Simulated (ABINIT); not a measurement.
Crystal: SiO2 (Cristobalite).

```
Si O
1.0
     4.98200    0.00000    0.00000
     0.00000    4.98200    0.00000
     0.00000    0.00000    6.96300
Si O
4 8
Cartesian
  3.9805 1.0015 5.2222
  3.4925 3.4925 3.4815
  1.0015 3.9805 1.7408
  1.4895 1.4895 0.0000
  0.5155 1.1951 5.7227
  1.2959 3.0065 0.5004
  4.4665 3.7869 2.2412
  3.6861 1.9755 3.9819
  3.0065 1.2959 6.4626
  3.7869 4.4665 4.7218
  1.9755 3.6861 2.9811
  1.1951 0.5155 1.2403
```

```yaml
Program: ABINIT 10.8.3 (patched build)
Task: single point
Functional: PBE
Potentials_or_basis: JTH PAW PBE v2.0
Cutoff: 626 eV
k_mesh: 6 × 6 × 4
Occupations: fermi-dirac, width 0.05 eV
Spin: no spin polarisation
```

On this cell: pressure 4.5 GPa; largest force 0.291 eV/Å; band gap on the k mesh 5.75 eV, direct.

The same run follows on a disturbed copy (atoms moved at random, drawn with an rms of 0.05 Å):

```
Si O
1.0
     4.98200    0.00000    0.00000
     0.00000    4.98200    0.00000
     0.00000    0.00000    6.96300
Si O
4 8
Direct
  0.80042 0.20047 0.74724
  0.69395 0.70557 0.50121
  0.21169 0.80140 0.24797
  0.29882 0.29123 0.99826
  0.09898 0.23574 0.82586
  0.26899 0.61283 0.06320
  0.90462 0.75964 0.31632
  0.73545 0.39522 0.57246
  0.60393 0.26144 0.92477
  0.76348 0.89984 0.67801
  0.39355 0.73317 0.41843
  0.24359 0.11350 0.17800
```

Question: What changes?

Answer: The energy moves by +33.6 meV/atom; pressure 5.0 GPa; largest force 3.801 eV/Å; band gap on the k mesh 5.61 eV, direct.

Forces in eV/Å, atoms in the order of the input:
```
Si  -0.274  0.605  0.933
Si   1.829 -0.821 -1.458
Si  -2.439  0.534 -2.866
Si   0.888  2.896 -0.322
O    0.130 -0.137 -0.835
O    0.071 -0.873 -0.296
O   -1.479 -0.113  1.314
O   -0.223  1.123 -0.959
O   -0.120 -0.167  0.240
O   -0.357 -1.140 -0.424
O    2.228 -0.383  2.876
O   -0.254 -1.525  1.796
```

Stress tensor (GPa, compression positive):
```
 5.23 -0.22  3.97
-0.22  2.51 -1.52
 3.97 -1.52  7.18
```

Caveats: the cell was measured hot, at 340 K; the atomic spheres overlap.

A k mesh can miss the band edges.
